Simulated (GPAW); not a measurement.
# TiSi2 (Fddd) in GPAW: phonons with LDA

Aim: the phonons of TiSi2 with LDA.

All numbers are computed with GPAW 26.7.0; they aren't measurements. Logs are shortened: lines on timing, memory, paths and dates and some standing lists are left out, and cuts for length are marked. The log counts tension as positive stress, the text compression.

## 1. The structure

Symmetry: Fddd, No. 70, orthorhombic system. Conventional cell: a = 4.779 Å, b = 8.235 Å, c = 8.526 Å, α = 90.00°, β = 90.00°, γ = 90.00°. Ti (site symmetry 222) has 10 Si at 2.55 to 2.78 Å as nearest neighbours. Around Si (site symmetry 2) lie 5 Si at 2.52 to 2.79 Å and 5 Ti at 2.55 to 2.78 Å.

The cell is a database's computed one.

## 2. Phonons, LDA

Input file run.py:

```python
import json
import numpy as np
from ase import Atoms
from ase.constraints import FixSymmetry
from ase.io import write
from ase.optimize import BFGS
from ase.spacegroup import crystal
from phonopy import Phonopy
from phonopy.structure.atoms import PhonopyAtoms
from gpaw import GPAW, PW, setup_paths

setup_paths.insert(0, '.')

# Ti 8b
# Si 16f
atoms = crystal(['Ti', 'Si'],
                basis=[[0.75, 0.25, 0.25],
                       [0.75, 0.91256561, 0.25]],
                spacegroup=70, setting=1,  # Fddd
                cellpar=[4.77902391, 8.23503261, 8.52579567, 90.0, 90.0, 90.0],
                primitive_cell=True)

calc = GPAW(mode=PW(510),
            xc='LDA',
            kpts={'size': (7, 7, 7), 'gamma': True},
            occupations={'name': 'fermi-dirac', 'width': 0.05},
            nbands=38,
            convergence={'density': 1e-06, 'eigenstates': 1e-09},
            maxiter=150,
            txt='gpaw.txt')
atoms.calc = calc
atoms.set_constraint(FixSymmetry(atoms))
BFGS(atoms, trajectory='relax.traj', logfile='-').run(fmax=0.005, steps=40)
atoms.set_constraint()
energy = atoms.get_potential_energy()
forces = atoms.get_forces()
stress = atoms.get_stress()
calc.write('gs.gpw')
write('result.traj', atoms)
print('Cell:', atoms.cell.cellpar().round(4))
print(atoms.get_scaled_positions().round(5))

def force_constants(scale):
    unit = PhonopyAtoms(symbols=atoms.get_chemical_symbols(), cell=atoms.cell[:] * scale**(1 / 3),
                        scaled_positions=atoms.get_scaled_positions())
    ph = Phonopy(unit, supercell_matrix=np.diag([1, 1, 1]), primitive_matrix=np.eye(3), symprec=1e-4)
    ph.generate_displacements(distance=0.02)
    forces = []
    for i, sc in enumerate(ph.supercells_with_displacements):
        a = Atoms(sc.symbols, cell=sc.cell, scaled_positions=sc.scaled_positions, pbc=True)
        c = GPAW(mode=PW(510),
                 xc='LDA',
                 kpts={'size': (7, 7, 7), 'gamma': True},
                 occupations={'name': 'fermi-dirac', 'width': 0.05},
                 nbands=38,
                 convergence={'density': 1e-06, 'eigenstates': 1e-09},
                 maxiter=150,
                 txt=f'disp-{scale:.3f}-{i:02d}.txt')
        a.calc = c
        f = a.get_forces()
        forces.append(f - f.mean(axis=0))
        print(f'displacement {i}: drift', f.mean(axis=0).round(5), flush=True)
    ph.forces = forces
    ph.produce_force_constants()
    ph.symmetrize_force_constants()
    return ph

qpoints = [[0.0, 0.0, 0.0]]
results = {}
for scale in [1.0]:
    ph = force_constants(scale)
    ph.run_qpoints(qpoints)
    nu = ph.qpoints.frequencies * 33.35641  # THz to cm^-1
    results[f'{scale:.3f}'] = nu.tolist()
    for qp, f in zip(qpoints, nu):
        print(scale, np.round(qp, 4), f.round(2))
json.dump(results, open('phonons.json', 'w'))
```

Potentials or basis: PAW data sets generated in the run's folder for this functional, pw.

The run is started by

```bash
$ gpaw-setup -f LDA Si Ti
$ OMP_NUM_THREADS=1 python run.py
```

gpaw.txt:

```text
__  _  _
 | _ |_)|_||  |
 |__||  | ||/\| - 26.7.0

Input parameters:
  mode=PW(ecut=510.0),
  convergence={'density': 1e-06, 'eigenstates': 1e-09},
  kpts=MonkhorstPack(size=(7, 7, 7), gamma=True),
  maxiter=150,
  nbands=38,
  occupations=Occupations(name='fermi-dirac', width=0.05),
  xc=XC(name='LDA')

Diagonalizing LCAO Hamiltonian
Converting LCAO to pw mode

                Ti

              Si

            Ti
           Si

         Si
       Si

Atoms  # Å, Bohr magnetons
|   | symbol |        x |        y |        z |    initial magnetic moments |
|---|--------|----------|----------|----------|-----------------------------|
| 0 |     Ti | 3.584268 | 6.176274 | 6.394347 | ( 0.0000,  0.0000,  0.0000) |
| 1 |     Ti | 2.389512 | 4.117516 | 4.262898 | ( 0.0000,  0.0000,  0.0000) |
| 2 |     Si | 1.194756 | 0.720025 | 2.131449 | ( 0.0000,  0.0000,  0.0000) |
| 3 |     Si | 2.389512 | 1.338733 | 4.262898 | ( 0.0000,  0.0000,  0.0000) |
| 4 |     Si | 1.194756 | 3.397491 | 2.131449 | ( 0.0000,  0.0000,  0.0000) |
| 5 |     Si | 2.389512 | 6.896300 | 4.262898 | ( 0.0000,  0.0000,  0.0000) |

Unit cell  # Å
| periodic |        x |        y |        z |  lengths |    angles |
|----------|----------|----------|----------|----------|-----------|
|      yes | 0.000000 | 4.117516 | 4.262898 | 5.926739 | 75.793109 |
|      yes | 2.389512 | 0.000000 | 4.262898 | 4.886928 | 53.066892 |
|      yes | 2.389512 | 4.117516 | 0.000000 | 4.760642 | 51.139999 |

Number of symmetries: 4
Symmetry operations  # r_c * U_cc + t_c -> r_c
|   | kind |            matrix            |
|---|------|------------------------------|
| 0 |  E   |  1, 0, 0,  0, 1, 0,  0, 0, 1 |
| 1 |  C2  |  0, 1,-1,  1, 0,-1,  0, 0,-1 |
| 2 |  C2  |  0,-1, 1,  0,-1, 0,  1,-1, 0 |
| 3 |  C2  | -1, 0, 0, -1, 0, 1, -1, 1, 0 |

BZ-sampling:
  Number of BZ points: 343
  Number of IBZ points: 64

  Monkhorst-Pack size: [7, 7, 7]
  Monkhorst-Pack shift: [0, 0, 0]

K-points  # in reciprocal-cell coordinates
|     |                                coordinates |     weight |
|-----|--------------------------------------------|------------|
|   0 | (  0.00000000,   0.00000000,   0.00000000) | 0.00291545 |
|   1 | (  0.00000000,   0.14285714,   0.14285714) | 0.00583090 |
|   2 | (  0.00000000,   0.28571429,   0.28571429) | 0.00583090 |
|   3 | (  0.00000000,   0.42857143,   0.42857143) | 0.00583090 |
|   4 | (  0.14285714,  -0.42857143,  -0.42857143) | 0.01166181 |
|   5 | (  0.14285714,  -0.28571429,  -0.42857143) | 0.01166181 |
|   6 | (  0.14285714,   0.00000000,   0.14285714) | 0.00583090 |
|   7 | (  0.14285714,   0.14285714,   0.00000000) | 0.00583090 |
|   8 | (  0.14285714,   0.14285714,   0.14285714) | 0.02332362 |
|   9 | (  0.14285714,   0.14285714,   0.28571429) | 0.01166181 |
| ... |                                            |            |
|  63 | (  0.42857143,   0.42857143,   0.42857143) | 0.02332362 |

Plane wave coefficients: 2214
Cutoff: 510.0 eV

Spin-components: 1 (collinear spins)
Bands:           38
Projectors:      32
Spin-degeneracy: 2
Datatype:        complex128

Parallelization:
  kpt:    1
  domain: 1
  band:   1

Density:
  Valence electrons: 40.0
  Components: 1
  Grid points: [32 32 32]
  Charge: 0.0  # |e|

Potential:
  Grid points: [32 32 32]

species:
  Ti:
    name:    Titanium
    Z:       22.0
    valence: 12
    core:    10
    charge:  0.0  # [|e|]
    compensation charges:
      type: gauss
      rc: 0.38  # [Å]
      lmax: 2
    cutoffs:
      filter: 2.23  # [Å]
      core: 1.02  # [Å]
    projectors
    | kind |    occ | energy [eV] | rcut [Å] |
    |------|--------|-------------|----------|
    |   3s |  2.000 |     -62.257 |    1.270 |
    |   4s |  2.000 |      -4.593 |    1.270 |
    |   3p |  6.000 |     -38.791 |    1.058 |
    |   4p |  0.000 |      -1.536 |    1.058 |
    |   3d |  2.000 |      -4.463 |    1.058 |
    |    d |        |      22.748 |    1.058 |

    Using partial waves for Ti as LCAO basis

  Si:
    name:    Silicon
    Z:       14.0
    valence: 4
    core:    10
    charge:  0.0  # [|e|]
    compensation charges:
      type: gauss
      rc: 0.33  # [Å]
      lmax: 2
    cutoffs:
      filter: 1.86  # [Å]
      core: 2.06  # [Å]
    projectors
    | kind |    occ | energy [eV] | rcut [Å] |
    |------|--------|-------------|----------|
    |   3s |  2.000 |     -10.878 |    1.058 |
    |   3p |  2.000 |      -4.162 |    1.058 |
    |    s |        |      16.334 |    1.058 |
    |    p |        |      23.049 |    1.058 |
    |    d |        |       0.000 |    1.058 |

    Using partial waves for Si as LCAO basis

Reference energy: -77782.750871  # eV

eigensolver:
  PPCG
  Converge bands: occupied
  niter=2

density mixing:
  MSR1-Mixer
  Pratt-step length: 0.05
  Maximum mixing coefficient: 0.75
  Old densities: 10
  SVD Regularization: 0.005
  Good broyden scale: 1.0
  Trust region scale: 1.0
  Backstep threshold: 4.0
  History deletion threshold: 6.0
  Fourier metric: weight=20.0, sigma=0.015

occupation numbers:
  Fermi-Dirac:
    width: 0.0500  # eV

poisson solver:
  ecut: 4080.0  # eV

xc functional:
  name: None

convergence criteria:
- Maximum integral of absolute [dens]ity change: 1e-06 electrons / valence electron
- Maximum integral of absolute [eigenst]ate change: 1e-09 eV^2 / valence electron
- Maximum [total energy] change in last 3 cyles: 0.0005 eV / valence electron
maximum number of iterations: 150

SCF iterations
|iter     | |      energy | eigst |  dens |
|---------|-|-------------|-------|-------|
|iter:   1| |  -42.686628 | +0.36 |       |
|iter:   2| |  -42.792786 | -2.08 | -1.23 |
|iter:   3| |  -43.277971 | -0.99 | -1.24 |
|iter:   4| |  -42.733474 | -1.21 | -1.30 |
|iter:   5| |  -42.557652 | -2.02 | -1.53 |
|iter:   6| |  -42.561648 | -3.52 | -2.09 |
|iter:   7| |  -42.560931c| -4.07 | -2.70 |
|iter:   8| |  -42.560924c| -5.82 | -3.54 |
|iter:   9| |  -42.560924c| -7.25 | -4.25 |
|iter:  10| |  -42.560924c| -8.78 | -4.92 |
|iter:  11| |  -42.560924c| -9.52c| -5.72 |
|iter:  12| |  -42.560924c| -9.97c| -6.44c|

Converged in 12 steps
Energy contributions relative to reference atoms: (reference = -77782.750871)

Energy contributions:
  Kinetic:          39.585787
  Coulomb:         -31.177038
  Zero:             -0.214056
  External:          0.000000
  Xc:              -50.745437
  Entropy:          -0.020358
  Spinorbit:         0.000000
  ----------------------------
  Free energy:     -42.571103
  Extrapolated:    -42.560924

dipole moment: (-4.958516, -8.544326, -8.846010)  # |e|*Ang

Fermi level: 9.489
Eigenvalues  # (at kpt = [0.000, 0.000, 0.000])
| band index |      eig [eV] | occ [0-2] |
|------------|---------------|-----------|
|          0 |       -46.155 |     2.000 |
|        ... |               |           |
|         13 |         5.769 |     2.000 |
|         14 |         5.781 |     2.000 |
|         15 |         7.053 |     2.000 |
|         16 |         7.245 |     2.000 |
|         17 |         7.478 |     2.000 |
|         18 |         7.768 |     2.000 |
[... 46 lines left out ...]
Unit cell  # Å
| periodic |        x |        y |        z |  lengths |    angles |
|----------|----------|----------|----------|----------|-----------|
|      yes | 0.000000 | 4.117516 | 4.262898 | 5.926739 | 75.793109 |
|      yes | 2.389512 | 0.000000 | 4.262898 | 4.886928 | 53.066892 |
|      yes | 2.389512 | 4.117516 | 0.000000 | 4.760642 | 51.139999 |

convergence criteria:
- Maximum integral of absolute [dens]ity change: 1e-06 electrons / valence electron
- Maximum integral of absolute [eigenst]ate change: 1e-09 eV^2 / valence electron
- Maximum [total energy] change in last 3 cyles: 0.0005 eV / valence electron
maximum number of iterations: 150

SCF iterations
|iter     | |      energy | eigst |  dens |
|---------|-|-------------|-------|-------|
|iter:   1| |  -42.561145c| -5.40 |       |
|iter:   2| |  -42.561145c| -7.24 | -4.10 |
|iter:   3| |  -42.561145c| -7.61 | -4.14 |
|iter:   4| |  -42.561146c| -8.42 | -4.58 |
|iter:   5| |  -42.561146c| -9.42c| -5.12 |
|iter:   6| |  -42.561146c| -9.67c| -5.20 |
|iter:   7| |  -42.561146c|-10.13c| -5.72 |
|iter:   8| |  -42.561146c|-10.55c| -6.03c|

Converged in 8 steps
Energy contributions relative to reference atoms: (reference = -77782.750871)

Energy contributions:
  Kinetic:          39.575746
  Coulomb:         -31.167774
  Zero:             -0.214121
  External:          0.000000
  Xc:              -50.744827
  Entropy:          -0.020340
  Spinorbit:         0.000000
  ----------------------------
  Free energy:     -42.571315
  Extrapolated:    -42.561146

dipole moment: (-4.962394, -8.551010, -8.852929)  # |e|*Ang

Fermi level: 9.489
Eigenvalues  # (at kpt = [0.000, 0.000, 0.000])
| band index |      eig [eV] | occ [0-2] |
|------------|---------------|-----------|
|          0 |       -46.154 |     2.000 |
|        ... |               |           |
|         13 |         5.768 |     2.000 |
|         14 |         5.779 |     2.000 |
|         15 |         7.051 |     2.000 |
|         16 |         7.246 |     2.000 |
|         17 |         7.481 |     2.000 |
|         18 |         7.770 |     2.000 |
[... 46 lines left out ...]
Unit cell  # Å
| periodic |        x |        y |        z |  lengths |    angles |
|----------|----------|----------|----------|----------|-----------|
|      yes | 0.000000 | 4.117516 | 4.262898 | 5.926739 | 75.793109 |
|      yes | 2.389512 | 0.000000 | 4.262898 | 4.886928 | 53.066892 |
|      yes | 2.389512 | 4.117516 | 0.000000 | 4.760642 | 51.139999 |

convergence criteria:
- Maximum integral of absolute [dens]ity change: 1e-06 electrons / valence electron
- Maximum integral of absolute [eigenst]ate change: 1e-09 eV^2 / valence electron
- Maximum [total energy] change in last 3 cyles: 0.0005 eV / valence electron
maximum number of iterations: 150

SCF iterations
|iter     | |      energy | eigst |  dens |
|---------|-|-------------|-------|-------|
|iter:   1| |  -42.562505c| -3.31 |       |
|iter:   2| |  -42.562485c| -5.15 | -3.05 |
|iter:   3| |  -42.562394c| -5.70 | -3.09 |
|iter:   4| |  -42.562383c| -5.77 | -3.37 |
|iter:   5| |  -42.562376c| -6.65 | -3.69 |
|iter:   6| |  -42.562376c| -7.79 | -4.11 |
|iter:   7| |  -42.562376c| -7.92 | -4.66 |
|iter:   8| |  -42.562375c| -8.16 | -4.37 |
|iter:   9| |  -42.562375c| -9.11c| -5.14 |
|iter:  10| |  -42.562375c| -9.64c| -5.92 |
|iter:  11| |  -42.562375c|-10.52c| -6.65c|

Converged in 11 steps
Energy contributions relative to reference atoms: (reference = -77782.750871)

Energy contributions:
  Kinetic:          39.481565
  Coulomb:         -31.078273
  Zero:             -0.214660
  External:          0.000000
  Xc:              -50.740941
  Entropy:          -0.020134
  Spinorbit:         0.000000
  ----------------------------
  Free energy:     -42.572442
  Extrapolated:    -42.562375

dipole moment: (-5.005547, -8.625369, -8.929914)  # |e|*Ang

Fermi level: 9.493
Eigenvalues  # (at kpt = [0.000, 0.000, 0.000])
| band index |      eig [eV] | occ [0-2] |
|------------|---------------|-----------|
|          0 |       -46.149 |     2.000 |
|        ... |               |           |
|         13 |         5.754 |     2.000 |
|         14 |         5.760 |     2.000 |
|         15 |         7.021 |     2.000 |
|         16 |         7.258 |     2.000 |
|         17 |         7.516 |     2.000 |
|         18 |         7.789 |     2.000 |
[... 13 lines left out ...]
No gap
No difference between direct/indirect transitions

Forces  # eV/Ang
|        x |        y |        z |
|----------|----------|----------|
|  0.00000 |  0.00000 |  0.00000 |  # Ti   0
|  0.00000 |  0.00000 |  0.00000 |  # Ti   1
|  0.00000 |  0.00001 | -0.00000 |  # Si   2
| -0.00000 | -0.00001 |  0.00000 |  # Si   3
|  0.00000 | -0.00001 |  0.00000 |  # Si   4
|  0.00000 |  0.00001 |  0.00000 |  # Si   5

Stress tensor  # eV/Ang^3
|         x |         y |        z |
|-----------|-----------|----------|
|  0.025711 | -0.000000 | 0.000000 |
| -0.000000 |  0.032321 | 0.000000 |
|  0.000000 |  0.000000 | 0.027258 |

# Writing to gs.gpw (mode='')
```

Wall time 43 min (1 thread of Arm Neoverse V1, shared host); peak memory 1.4 GiB.

What came out:

```yaml
Free_energy: -42.5724 eV
Pressure_after_relaxing: -4.6 GPa
Band_gap_on_the_k_mesh: none (metal or under the smearing width)
Highest_phonon_frequency_at_Γ: 419 cm⁻¹
```

Final structure:
```
Ti Si
1.0
     0.00000    4.11752    4.26290
     2.38951    0.00000    4.26290
     2.38951    4.11752    0.00000
Ti Si
2 4
Direct
  0.75000 0.75000 0.75000
  0.50000 0.50000 0.50000
  0.08613 0.41387 0.08613
  0.16387 0.83613 0.16387
  0.41387 0.08613 0.41387
  0.83613 0.16387 0.83613
```

Levels at points of the mesh, in eV from the Fermi level:
```
           k point  band 17  band 18  band 19  band 20  band 21  band 22  band 23  band 24
(0.00, 0.00, 0.00)    -2.24    -1.98    -1.70    -1.33    -0.92     2.04     3.13     3.29
```

Phonon frequencies in cm⁻¹ (negative: imaginary):
```csv
q point,frequencies
"(0.000, 0.000, 0.000)",0 0 0 183 194 207 233 236 253 254 272 289 302 332 360 374 400 419
```

Caveat: the cell is more than 3 GPa from zero pressure, which shifts response properties; the cutoff is short for stress and forces, so pressures can be off by a GPa or more.
